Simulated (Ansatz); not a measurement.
## ZrC: elastic constants with PBEsol

ZrC:

```xyz
2
Lattice="0.0000 2.3650 2.3650 2.3650 0.0000 2.3650 2.3650 2.3650 0.0000" Properties=species:S:1:pos:R:3 pbc="T T T"
Zr    2.3650    2.3650    2.3650
C     0.0000    0.0000    0.0000
```

| Property | Result |
| --- | --- |
| Program | Ansatz 0.2.0 |
| Task | elastic constants |
| Functional | PBEsol |
| Potentials or basis | Ansatz PAW |
| Cutoff | 420 eV (not typed: the program's choice for these potentials) |
| k mesh | 7 × 7 × 7 |
| Occupations | fermi-dirac, width 0.05 eV |
| Spin | no spin polarisation |
| Atoms under strain | relaxed |

The pressure is -8.5 GPa, the band gap on the k mesh is none (metal or under the smearing width) and the elastic constants C11, C12, C44 are 401, 101, 144 GPa. The voigt bulk modulus is 201 GPa.

Levels at points of the mesh, in eV from the Fermi level:
| k point | band 6 | band 7 | band 8 | band 9 | band 10 | band 11 |
| --- | --- | --- | --- | --- | --- | --- |
| (0.00, 0.00, 0.00) | 1.00 | 1.00 | 1.00 | 1.10 | 1.10 | 1.10 |

Elastic tensor in Voigt notation (GPa, in the Cartesian axes of the cell as first typed):
```
401 101 101   0   0   0
101 401 101   0   0   0
101 101 401   0   0   0
  0   0   0 144   0   0
  0   0   0   0 144   0
  0   0   0   0   0 144
```

Wall time 3 s on 2 threads of Arm Neoverse V1, on a shared host, peak memory 0.31 GiB.

Caveat: the cell is more than 3 GPa from zero pressure, which shifts response properties; elastic constants of metals need much finer meshes, so these are rough; the PAW data sets come from PBE, with cores solved anew for the run's functional, which leaves a small shift of forces and pressure.
